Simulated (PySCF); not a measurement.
# Structure revision by computed shifts

A compound C₄H₆ gives the data below (simulated from a calculation) and was assigned the structure `C=C1CC1`.

13C{1H} NMR (computed): δ 146.7 (CH, 2C), 33.5 (CH2, 2C).

1H NMR (500 MHz, computed): δ 6.26 (m, 2H), 2.62 (m, 4H).

How the numbers were obtained: J: B3LYP/pcJ-1 (without the spin–dipole term), geometry: PBE0-D3(BJ)/def2-SVP, shielding tensors at PBE0/pcSseg-1 (GIAO), in PySCF 2.14.0 with density-fitted response routines (fast rotation and ring inversion assumed for equivalent nuclei, isolated molecule, a single conformation, relativity neglected).

Chemical shifts δ = σref − σ; 1H (σ = 31.27 ppm) and 13C (σ = 184.41 ppm) against TMS, all at this level.

Q: Compare with the shifts computed for the proposed structure, pairing carbons in order of shift.

A: Atoms are numbered as in `[CH2:1]=[C:2]1[CH2:3][CH2:4]1`. Hydrogens are named by the atom that carries them.

| atom | computed for proposal | given list | difference |
| --- | --- | --- | --- |
| C2 | 139.6 | 146.7 | -7.1 |
| C1 | 111.8 | 146.7 | -34.9 |
| C3 | 5.0 | 33.5 | -28.5 |
| C4 | 5.0 | 33.5 | -28.5 |

The rms difference is 26.9 ppm and the largest -34.9 ppm at C1 (terminal =CH2 carbon). The proposal also would give 3 carbon signals, not 2. The carbon types in order of shift don't match either: C, CH2, CH2, CH2 for the proposal against CH, CH, CH2, CH2 in the data. The proposal doesn't fit.

Q: Which isomer fits?

A: SMILES C1C=CC1.

- Carbon types of the structure: 2 × CH, 2 × CH2, which accounts for all hydrogens.
- δC 146.7: alkene CH; an sp2 carbon of a C=C bond.
- δC 33.5: allylic sp3 CH2; a saturated carbon with 2 carbon neighbours and no heteroatom attached.
- δH 6.26: hydrogen on an alkene CH; olefinic region.
- δH 2.62: hydrogen on an allylic sp3 CH2; allylic position.

This is the structure that produced the data.

Splittings below 1 Hz are ignored in the labels, and close J values are merged. Couplings among chemically equivalent protons are left out too, so labels in AA′BB′ or AA′XX′ sets are apparent multiplicities. Unscaled 3J(H,H) at this level run about 10 % above measured values. Shifts are as computed. Against solution values, carbons near 30 ppm lie about +2 ppm off and those near 130 ppm about +5 ppm. Of 1211 compounds with measured shifts, 218 miss one by over three times the rms of a fit or turn the order of signals round; such compounds aren't used in these exercises.
